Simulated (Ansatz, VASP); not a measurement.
TaN: VASP beside Ansatz

```
Ta N
1.0
     3.05000    0.00000    0.00000
    -1.52500    2.64138    0.00000
     0.00000    0.00000    9.88000
Ta N
4 4
Direct
  0.33333 0.66667 0.00000
  0.66667 0.33333 0.25000
  0.33333 0.66667 0.50000
  0.66667 0.33333 0.75000
  0.33333 0.66667 0.19250
  0.66667 0.33333 0.44250
  0.33333 0.66667 0.69250
  0.66667 0.33333 0.94250
```

Alike in both runs: task single point; functional LDA; k mesh 7 × 7 × 2; occupations gaussian, width 0.05 eV; no spin polarisation; Hubbard terms Ta d U = 6.0 eV, J = 0.5 eV.

|  | VASP | Ansatz |
| --- | --- | --- |
| version | VASP 6.6.1 | Ansatz 0.2.0 |
| potentials or method | VASP PAW LDA potentials, release 64 (Ta_pv, N) | scalar-relativistic, plane waves, PAW |
| plane-wave cutoff (eV) | 520 | 420 |
| valence electrons in the cell | 64 | 72 |

VASP gave:

```
gap on the k mesh at the Fermi level (eV) : none
rms of the force components (eV/Å)        : 1.393
```

Problem. What did Ansatz give for the same quantities?

Solution. gap on the k mesh at the Fermi level (eV): none; rms of the force components (eV/Å): 1.301.

The programs project onto different local orbitals, so the same U acts differently. A gap of «none» marks a metal or a gap that the smearing closes. The two sets of potentials don't hold the same shells in valence. Ansatz warned: «filled_band_counts_differ_across_k_points».

Caveats: U without spin polarisation on a metal has little footing; forces of over 1 eV/Å show positions far from the minimum, so gaps and moduli don't describe the material at rest. The runs have no spin-orbit coupling, so splittings on Ta are missing.
